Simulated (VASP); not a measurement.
Wanted: the native input for a VASP 6.6.1 run.

* Task: relaxation of cell and atoms
* Functional: PBEsol
* Potentials or basis: VASP PAW PBE potentials, release 64 (Al, Ga_d, As)
* Cutoff: 600 eV
* k mesh: 6 × 6 × 6
* Occupations: gaussian, width 0.03 eV
* Spin: no spin polarisation
* Further INCAR settings: ALGO = Normal; EDIFF = 1e-06; IBRION = 2; EDIFFG = -0.01; NSW = 90; ISIF = 3

The structure of AlGa7As8 lies in POSCAR:

```
AlGa7As8
1.0
   -5.6545875000      5.6545875000      0.0000000000
   -5.6545875000      0.0000000000      5.6545875000
    0.0000000000      5.6545875000      5.6545875000
Al Ga As
1 7 8
Direct
    0.0000000000      0.0000000000      0.0000000000
    0.5000000000      0.0000000000      0.0000000000
    0.0000000000      0.5000000000      0.0000000000
    0.0000000000      0.0000000000      0.5000000000
    0.5000000000      0.5000000000      0.0000000000
    0.5000000000      0.0000000000      0.5000000000
    0.0000000000      0.5000000000      0.5000000000
    0.5000000000      0.5000000000      0.5000000000
    0.8750000000      0.8750000000      0.3750000000
    0.3750000000      0.8750000000      0.3750000000
    0.8750000000      0.3750000000      0.3750000000
    0.8750000000      0.8750000000      0.8750000000
    0.3750000000      0.3750000000      0.3750000000
    0.3750000000      0.8750000000      0.8750000000
    0.8750000000      0.3750000000      0.8750000000
    0.3750000000      0.3750000000      0.8750000000
```

The cell was built by a generator and needn't be a form met in nature.

These files were run (other wordings do the same):

INCAR

```
SYSTEM = AlGa7As8
PREC     = Accurate       ! precision mode
ENCUT    = 600            ! plane-wave cutoff, eV
EDIFF    = 1E-6           ! SCF threshold, eV
ISMEAR   = 0              ! smearing method
SIGMA    = 0.03           ! smearing width, eV
LREAL    = .False.        ! projectors in reciprocal space
LASPH    = .True.         ! aspherical terms in the spheres
NELM     = 80             ! most SCF steps
ALGO     = Normal         ! electronic algorithm
ISIF     = 3              ! what is computed and relaxed
LWAVE    = .False.        ! write WAVECAR
LCHARG   = .False.        ! write CHGCAR
GGA      = PS             ! functional
IBRION   = 2              ! ionic algorithm
NSW      = 90             ! ionic steps
EDIFFG   = -0.01          ! ionic threshold
KPAR     = 4
```

KPOINTS

```
regular mesh
0
Gamma
  6 6 6
  0 0 0
```

Potentials or basis: VASP PAW PBE potentials, release 64 (Al, Ga_d, As).

Run with:

```console
$ cat potpaw_PBE.64/Al/POTCAR potpaw_PBE.64/Ga_d/POTCAR potpaw_PBE.64/As/POTCAR > POTCAR
$ mpirun -np 4 vasp_std > vasp.out
```

It gave:

* Relaxed volume: 22.73 Å³/atom
* Relaxed cell: a = 8.012 Å, b = 8.012 Å, c = 8.012 Å, α = 60.00°, β = 60.00°, γ = 60.00°
* Space group after relaxing (to 0.05 Å): F-43m (No. 216)
* Energy gained by relaxing: 0.2 meV/atom
* Ionic steps: 7
* Pressure after relaxing: 0.0 GPa
* Band gap on the k mesh: 0.54 eV, direct

Caveat: the PAW data sets were made with another functional, which shifts forces and pressure a little.

Wall time 9.6 min on 4 MPI ranks on Intel(R) Xeon(R) Platinum 8488C (Sapphire Rapids), on a shared host, peak memory 0.93 GiB a rank.
